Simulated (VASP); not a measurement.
# CdO (Fm-3m) in VASP: notebook

One crystal, CdO, is run at these levels: PBE; tasks: relaxation of cell and atoms, single point.

Program: VASP 6.6.1. These are calculated values, not measurements. Logs are shortened: lines on timing, memory, paths and dates and some standing lists are left out, and cuts for length are marked.

### Step 1. Starting point

Symmetry: Fm-3m, No. 225, cubic system. The conventional cell has a = 4.699 Å, b = 4.699 Å, c = 4.699 Å, α = 90.00°, β = 90.00°, γ = 90.00°. Cd (site symmetry m-3m) is surrounded by 6 O at 2.35 Å. O (site symmetry m-3m) has 6 Cd at 2.35 Å as nearest neighbours.

### Step 2. Relaxation of cell and atoms, PBE

File INCAR:

```
SYSTEM = CdO
PREC = Accurate ; ENCUT = 900
EDIFF = 1E-7 ; ISMEAR = 0
SIGMA = 0.02 ; LREAL = .FALSE.
LASPH = .TRUE. ; NELM = 100
ALGO = Normal ; ISIF = 3
LWAVE = .FALSE. ; LCHARG = .FALSE.
GGA = PE ; IBRION = 2
NSW = 80 ; EDIFFG = -0.002
```

File KPOINTS:

```
regular mesh
0
G
  12 12 12
  0 0 0
```

File POSCAR:

```
CdO
1.0
    0.0000000000      2.3495000000      2.3495000000
    2.3495000000      0.0000000000      2.3495000000
    2.3495000000      2.3495000000      0.0000000000
Cd O
1 1
Direct
    0.0000000000      0.0000000000      0.0000000000
    0.5000000000      0.5000000000      0.5000000000
```

Potentials or basis: VASP PAW PBE potentials, release 64 (Cd, O_h).

On the command line:

```
$ cat potpaw_PBE.64/Cd/POTCAR potpaw_PBE.64/O_h/POTCAR > POTCAR
$ mpirun -np 1 vasp_std > vasp.out
```

OUTCAR:

```text
SYSTEM = CdO
   PREC = Accurate
   ENCUT = 900
   EDIFF = 1E-7
   ISMEAR = 0
   LREAL = .FALSE.
   LASPH = .TRUE.
   NELM = 100
   ISIF = 3
   GGA = PE
   IBRION = 2
   NSW = 80
   EDIFFG = -0.002

 ion  position               nearest neighbor table
   1  0.000  0.000  0.000-   2 2.35   2 2.35   2 2.35   2 2.35   2 2.35   2 2.35
   2  0.500  0.500  0.500-   1 2.35   1 2.35   1 2.35   1 2.35   1 2.35   1 2.35

  LATTYP: Found a face centered cubic cell.
 ALAT       =     4.6990000000

  Lattice vectors:

 A1 = (   0.0000000000,   2.3495000000,   2.3495000000)
 A2 = (   2.3495000000,   0.0000000000,   2.3495000000)
 A3 = (   2.3495000000,   2.3495000000,   0.0000000000)

Analysis of symmetry for initial positions (statically):
=====================================================================
 Subroutine PRICEL returns:
 Original cell was already a primitive cell.

 Routine SETGRP: Setting up the symmetry group for a
 face centered cubic supercell.

 Subroutine GETGRP returns: Found 48 space group operations
 (whereof 48 operations were pure point group operations)
 out of a pool of 48 trial point group operations.

The static configuration has the point symmetry O_h .

Analysis of symmetry for dynamics (positions and initial velocities):
=====================================================================
 Subroutine PRICEL returns:
 Original cell was already a primitive cell.

 Routine SETGRP: Setting up the symmetry group for a
 face centered cubic supercell.

 Subroutine GETGRP returns: Found 48 space group operations
 (whereof 48 operations were pure point group operations)
 out of a pool of 48 trial point group operations.

The dynamic configuration has the point symmetry O_h .

 Subroutine INISYM returns: Found 48 space group operations
 (whereof 48 operations are pure point group operations),
 and found     1 'primitive' translations

----------------------------------------------------------------------------------------

                                     Primitive cell

  volume of cell :      25.9392

  direct lattice vectors                    reciprocal lattice vectors
     0.000000000  2.349500000  2.349500000    -0.212811236  0.212811236  0.212811236
     2.349500000  0.000000000  2.349500000     0.212811236 -0.212811236  0.212811236
     2.349500000  2.349500000  0.000000000     0.212811236  0.212811236 -0.212811236

  length of vectors
     3.322694765  3.322694765  3.322694765     0.368599874  0.368599874  0.368599874

  position of ions in fractional coordinates (direct lattice)
     0.000000000  0.000000000  0.000000000
     0.500000000  0.500000000  0.500000000

  ion indices of the primitive-cell ions
   primitive index   ion index
                 1           1
                 2           2

----------------------------------------------------------------------------------------

 KPOINTS: regular mesh

Automatic generation of k-mesh.
 Grid dimensions read from file:
 generate k-points for:   12   12   12

 Generating k-lattice:

  Cartesian coordinates                     Fractional coordinates (reciprocal lattice)
    -0.017734270  0.017734270  0.017734270     0.083333333  0.000000000  0.000000000
     0.017734270 -0.017734270  0.017734270     0.000000000  0.083333333  0.000000000
     0.017734270  0.017734270 -0.017734270     0.000000000  0.000000000  0.083333333

  Length of vectors
     0.030716656  0.030716656  0.030716656

  Shift w.r.t. Gamma in fractional coordinates (k-lattice)
     0.000000000  0.000000000  0.000000000

 Subroutine IBZKPT returns following result:
 ===========================================

 Found     72 irreducible k-points:

 Following reciprocal coordinates:
            Coordinates               Weight
  0.000000  0.000000  0.000000      1.000000
  0.083333  0.000000  0.000000      8.000000
  0.166667  0.000000  0.000000      8.000000
  0.250000  0.000000  0.000000      8.000000
  0.333333  0.000000  0.000000      8.000000
  0.416667  0.000000  0.000000      8.000000
[... 16 lines left out ...]
  0.500000  0.166667  0.000000     24.000000
 -0.416667  0.166667  0.000000     24.000000
 [... further k-points ...]
   k-points           NKPTS =     72   k-points in BZ     NKDIM =     72   number of bands    NBANDS=     13
   number of dos      NEDOS =    301   number of ions     NIONS =      2
   total plane-waves  NPLWV =  46656
   dimension x,y,z NGX =    36 NGY =   36 NGZ =   36
   dimension x,y,z NGXF=    72 NGYF=   72 NGZF=   72
   ions per type =               1   1
   NGX,Y,Z   is equivalent  to a cutoff of  18.01, 18.01, 18.01 a.u.
   NGXF,Y,Z  is equivalent  to a cutoff of  36.02, 36.02, 36.02 a.u.
 SYSTEM =  CdO
   PREC   = accura    normal or accurate (medium, high low for compatibility)
   ISTART =      0    job   : 0-new  1-cont  2-samecut
   ICHARG =      2    charge: 1-file 2-atom 10-const
   ISPIN  =      1    spin polarized calculation?
   LNONCOLLINEAR =      F non collinear calculations
   LSORBIT =      F    spin-orbit coupling
   LASPH  =      T    aspherical Exc in radial PAW
   ENCUT  =  900.0 eV  66.15 Ry    8.13 a.u.   8.13  8.13  8.13*2*pi/ulx,y,z
   NELM   =    100;   NELMIN=  2; NELMDL= -5     # of ELM steps
   EDIFF  = 0.1E-06   stopping-criterion for ELM
   LREAL  =      F    real-space projection
   EDIFFG = -.2E-02   stopping-criterion for IOM
   NSW    =     80    number of steps for IOM
   IBRION =      2    ionic relax: 0-MD 1-quasi-New 2-CG
   NFREE  =      1    steps in history (QN), initial steepest desc. (CG)
   ISIF   =      3    stress and relaxation
   ISYM   =      2    0-nonsym 1-usesym 2-fastsym
   POTIM  = 0.5000    time-step for ionic-motion
   TEBEG  =    0.0;   TEEND  =   0.0 temperature during run
   PSTRESS=    0.0 pullay stress
   NELECT =      18.0000    total number of electrons
   NUPDOWN=      -1.0000    fix difference up-down
   EMIN   =  10.00;   EMAX   =-10.00  energy-range for DOS
   EFERMI =   0.00;   METHOD = LEGACY
   ISMEAR =     0;   SIGMA  =   0.02  broadening in eV -4-tet -1-fermi 0-gaus
   EFERMI_NEDOS =   21; number of points for ismear=-14 and -15
   IALGO  =     38    algorithm
   IMIX   =      4    mixing-type and parameters
     AMIX     =   0.40;   BMIX     =  1.00
     AMIX_MAG =   1.60;   BMIX_MAG =  1.00
  volume/ion in A,a.u.               =      12.97        87.52
  Fermi-wavevector in a.u.,A,eV,Ry     =   1.449373  2.738918 28.581522  2.100683
  Thomas-Fermi vector in A             =   2.567107
   LORBIT       =      0    0 simple, 1 ext, 2 COOP (PROOUT), +10 PAW based schemes
   GGA     = PE    functional components
   LHFCALC =     F    Hartree Fock is set to
   AEXX    =    0.0000 exact exchange contribution
   IVDW    =     0    specifies the selected vdW correction
   LEPSILON=     F    determine dielectric tensor
   LRPA    =     F    only Hartree local field effects (RPA)
 conjugate gradient relaxation of ions
 non-spin polarized calculation
 Gauss-broadening in eV      SIGMA  =   0.02
  energy-cutoff  :      900.00
  volume of cell :       25.94
 maximum number of plane-waves:      1639
 NGX is ok and might be reduce to    36
   NGX = 17   NGY = 17   NGZ = 17

--------------------------------------- Ionic step        1  -------------------------------------------

 number of electron      18.0000002 magnetization

 Free energy of the ion-electron system (eV)
  ---------------------------------------------------
  ext. energy  EPLUGINS =         0.00000000
  ---------------------------------------------------
  free energy    TOTEN  =        -7.70201719 eV

  energy without entropy =       -7.70198944  energy(sigma->0) =       -7.70200332

------------------------ aborting loop because EDIFF is reached ----------------------------------------

  FORCE on cell =-STRESS in cart. coord.  units (eV):
  Direction    XX          YY          ZZ          XY          YZ          ZX
  --------------------------------------------------------------------------------------
  -------------------------------------------------------------------------------------
  Total        1.1711036      1.1711036      1.1711036     -0.0000000     -0.0000000      0.0000000
  in kB       72.3351799     72.3351799     72.3351799     -0.0000000     -0.0000000      0.0000000
  external PRESSURE =      72.3351799 kB  Pullay stress =       0.0000000 kB

 VOLUME and BASIS-vectors are now :
 -----------------------------------------------------------------------------
  energy-cutoff  :      900.00
  volume of cell :       25.94
      direct lattice vectors                 reciprocal lattice vectors
     0.000000000  2.349500000  2.349500000    -0.212811236  0.212811236  0.212811236
     2.349500000  0.000000000  2.349500000     0.212811236 -0.212811236  0.212811236
     2.349500000  2.349500000  0.000000000     0.212811236  0.212811236 -0.212811236
[... 37 lines left out ...]
 POSITION                                       TOTAL-FORCE (eV/Angst)
 -----------------------------------------------------------------------------------
     -0.00000      2.41587      2.41587         0.000000     -0.000000      0.000000
      2.41587      2.41587      2.41587         0.000000      0.000000     -0.000000
 -----------------------------------------------------------------------------------
    total drift:                               -0.000000     -0.000000      0.000000

  FREE ENERGIE OF THE ION-ELECTRON SYSTEM (eV)
  ---------------------------------------------------
  free  energy   TOTEN  =        -7.7153734546 eV

  energy  without entropy=       -7.7153448398  energy(sigma->0) =       -7.71535915

--------------------------------------- Ionic step        3  -------------------------------------------

 number of electron      18.0000000 magnetization

 Free energy of the ion-electron system (eV)
  ---------------------------------------------------
  ext. energy  EPLUGINS =         0.00000000
  ---------------------------------------------------
  free energy    TOTEN  =        -7.72958529 eV

  energy without entropy =       -7.72955709  energy(sigma->0) =       -7.72957119

 E-fermi :   1.8955     XC(G=0): -11.4323

 val. band max:        1.8788786575   @ k =   0.5000   0.0000   0.0000
 cond. band min:       2.2024023216   @ k =   0.0833   0.0000   0.0000
 fundamental gap:      0.3235236641
 Fermi energy:         1.8954613539

 k-point     1 :       0.0000    0.0000    0.0000
  band No.  band energies     occupation
      1     -15.1460      2.00000
      2      -4.7479      2.00000
      3      -4.7479      2.00000
      4      -4.7479      2.00000
      5      -4.4718      2.00000
      6      -4.4718      2.00000
      7       0.7242      2.00000
      8       0.7242      2.00000
      9       0.7242      2.00000
     10       1.3624      2.00000
     11      16.7950      0.00000
     12      18.5815      0.00000
     13      18.5815      0.00000

 k-point     2 :       0.0833    0.0000    0.0000
  band No.  band energies     occupation
      1     -15.1028      2.00000
      2      -4.7702      2.00000
      3      -4.7343      2.00000
      4      -4.7343      2.00000
      5      -4.5139      2.00000
      6      -4.5139      2.00000
      7      -0.0182      2.00000
      8       0.8074      2.00000
      9       0.8074      2.00000
     10       2.2024      0.00000
     11      15.7465      0.00000
[... 339 lines left out ...]
 k-point    24 :      -0.4167    0.1667    0.0000
  band No.  band energies     occupation
      1     -14.4561      2.00000
      2      -5.3344      2.00000
      3      -5.1207      2.00000
      4      -5.0327      2.00000
      5      -4.2784      2.00000
      6      -4.2556      2.00000
      7      -1.6855      2.00000
      8       0.7663      2.00000
      9       1.6499      2.00000
     10       7.4701      0.00000
     11       8.5558      0.00000
     12      12.0024      0.00000
     13      13.9252      0.00000

 [... further k-points ...]

------------------------ aborting loop because EDIFF is reached ----------------------------------------

  FORCE on cell =-STRESS in cart. coord.  units (eV):
  Direction    XX          YY          ZZ          XY          YZ          ZX
  --------------------------------------------------------------------------------------
  -------------------------------------------------------------------------------------
  Total       -0.0032404     -0.0032404     -0.0032404      0.0000000      0.0000000     -0.0000000
  in kB       -0.1907486     -0.1907486     -0.1907486      0.0000000      0.0000000     -0.0000000
  external PRESSURE =      -0.1907486 kB  Pullay stress =       0.0000000 kB

 VOLUME and BASIS-vectors are now :
 -----------------------------------------------------------------------------
  energy-cutoff  :      900.00
  volume of cell :       27.22
      direct lattice vectors                 reciprocal lattice vectors
    -0.000000000  2.387485541  2.387485541    -0.209425352  0.209425352  0.209425352
     2.387485541 -0.000000000  2.387485541     0.209425352 -0.209425352  0.209425352
     2.387485541  2.387485541  0.000000000     0.209425352  0.209425352 -0.209425352

 POSITION                                       TOTAL-FORCE (eV/Angst)
 -----------------------------------------------------------------------------------
      0.00000      0.00000      0.00000         0.000000      0.000000      0.000000
      2.38749      2.38749      2.38749        -0.000000     -0.000000     -0.000000
 -----------------------------------------------------------------------------------
    total drift:                                0.000000      0.000000      0.000000

  FREE ENERGIE OF THE ION-ELECTRON SYSTEM (eV)
  ---------------------------------------------------
  free  energy   TOTEN  =        -7.7295852858 eV

  energy  without entropy=       -7.7295570904  energy(sigma->0) =       -7.72957119

 reached required accuracy - stopping structural energy minimisation
```

It took 51 s on 1 thread of Intel Xeon 6975P-C (Granite Rapids), shared host; peak memory 0.25 GiB.

What came out:

```
Free energy                            : -7.7296 eV
Relaxed volume                         : 13.61 Å³/atom
Relaxed cell                           : a = 3.376 Å, b = 3.376 Å, c = 3.376 Å, α = 60.00°, β = 60.00°, γ = 60.00°
Space group after relaxing (to 0.05 Å) : Fm-3m (No. 225)
Energy gained by relaxing              : 13.8 meV/atom
Ionic steps                            : 3
Pressure after relaxing                : 0.0 GPa
Band gap on the k mesh                 : none (metal or under the smearing width)
```

Step by step:
```
step  energy change (eV)  largest force (eV/Å)  pressure (GPa)  volume (Å³)
   1              0.0000                0.0000            7.23        25.94
   2             -0.0134                0.0000           -4.48        28.20
   3             -0.0276                0.0000           -0.02        27.22
```

Final structure:
```xyz
2
Lattice="0.0000 2.3875 2.3875 2.3875 0.0000 2.3875 2.3875 2.3875 0.0000" Properties=species:S:1:pos:R:3 pbc="T T T"
Cd    0.0000    0.0000    0.0000
O     2.3875    2.3875    2.3875
```

Levels at points of the mesh, in eV from the Fermi level:
| k point | band 6 | band 7 | band 8 | band 9 | band 10 | band 11 | band 12 | band 13 |
| --- | --- | --- | --- | --- | --- | --- | --- | --- |
| (0.00, 0.00, 0.00) | -6.37 | -1.17 | -1.17 | -1.17 | -0.53 | 14.90 | 16.69 | 16.69 |
| (0.50, 0.00, 0.00) | -6.15 | -3.71 | -0.02 | -0.02 | 4.41 | 6.96 | 11.69 | 11.69 |
| (0.50, 0.50, 0.00) | -5.77 | -4.01 | -2.09 | -2.09 | 3.67 | 8.34 | 11.03 | 12.94 |

Caveat: the cutoff is under 1.25 times the usual one of these potentials, so pressure, stress and relaxed cells hold a basis-set (Pulay) error; this crystal is a semiconductor, whose small gap the functional closes, so the metal is an error of the method.

### Step 3. Relaxation of cell and atoms, PBE

This run uses another cell than the first one, of 13.61 Å³/atom, 1.049 times its volume.

INCAR is that of step 2.

KPOINTS is that of step 2.

File POSCAR:

```
CdO                                     
1.0
   -0.0000000000      2.3874855409      2.3874855409
    2.3874855409     -0.0000000000      2.3874855409
    2.3874855409      2.3874855409      0.0000000000
  Cd              O             
     1     1
Direct
     0.0000000000000000    0.0000000000000000    0.0000000000000000
     0.5000000000000000    0.5000000000000000    0.5000000000000000
```

Potentials or basis: VASP PAW PBE potentials, release 64 (Cd, O_h).

On the command line:

```
$ cat potpaw_PBE.64/Cd/POTCAR potpaw_PBE.64/O_h/POTCAR > POTCAR
$ mpirun -np 1 vasp_std > vasp.out
```

It took 48 s on 1 thread of Intel Xeon 6975P-C (Granite Rapids), shared host; peak memory 0.24 GiB.

It converged, with:

| Property | Result |
| --- | --- |
| Free energy | -7.7342 eV |
| Relaxed volume | 13.64 Å³/atom |
| Relaxed cell | a = 3.379 Å, b = 3.379 Å, c = 3.379 Å, α = 60.00°, β = 60.00°, γ = 60.00° |
| Space group after relaxing (to 0.05 Å) | Fm-3m (No. 225) |
| Energy gained by relaxing | 0.0 meV/atom |
| Ionic steps | 3 |
| Pressure after relaxing | 0.0 GPa |
| Band gap on the k mesh | none (metal or under the smearing width) |

Final structure:
```
Cd O
1.0
     0.00000    2.38917    2.38917
     2.38917    0.00000    2.38917
     2.38917    2.38917    0.00000
Cd O
1 1
Direct
  0.00000 0.00000 0.00000
  0.50000 0.50000 0.50000
```

Levels at points of the mesh, in eV from the Fermi level:
| k point | band 6 | band 7 | band 8 | band 9 | band 10 | band 11 | band 12 | band 13 |
| --- | --- | --- | --- | --- | --- | --- | --- | --- |
| (0.00, 0.00, 0.00) | -6.37 | -1.16 | -1.16 | -1.16 | -0.54 | 14.90 | 16.67 | 16.67 |
| (0.50, 0.00, 0.00) | -6.15 | -3.70 | -0.02 | -0.02 | 4.40 | 6.95 | 11.68 | 11.68 |
| (0.50, 0.50, 0.00) | -5.78 | -3.99 | -2.08 | -2.08 | 3.66 | 8.33 | 11.03 | 12.92 |

Caveat: the cutoff is under 1.25 times the usual one of these potentials, so pressure, stress and relaxed cells hold a basis-set (Pulay) error; this crystal is a semiconductor, whose small gap the functional closes, so the metal is an error of the method.

(Part 1 of 2 ends here.)
